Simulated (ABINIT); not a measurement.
CuI (Marshite):

```xyz
2
Lattice="0.0000 3.0315 3.0315 3.0315 0.0000 3.0315 3.0315 3.0315 0.0000" Properties=species:S:1:pos:R:3 pbc="T T T"
I     0.0000    0.0000    0.0000
Cu    4.5473    4.5473    4.5473
```

Base run:

```yaml
Program: ABINIT 10.8.3 (patched build)
Functional: revPBE
Potentials_or_basis: JTH PAW PBE v2.0
Cutoff: 707 eV
k_mesh: 8 × 8 × 8
Occupations: fermi-dirac, width 0.05 eV
Spin: no spin polarisation
```

Its results: band gap on the k mesh 1.21 eV, direct; pressure 2.2 GPa.

Question: After a change of settings the same cell gave: band gap on the k mesh 1.16 eV, direct; pressure 4.1 GPa. Which change was it?
A. functional from revPBE to SOGGA
B. functional from revPBE to WC
C. functional from revPBE to RPBE
D. functional from revPBE to BLYP

Answer: D.

Caveats: the PAW data sets were made with another functional, which shifts forces and pressure a little; spin-orbit coupling is left out, which moves the levels of the heavy elements.

Not every run made on this cell is shown here.
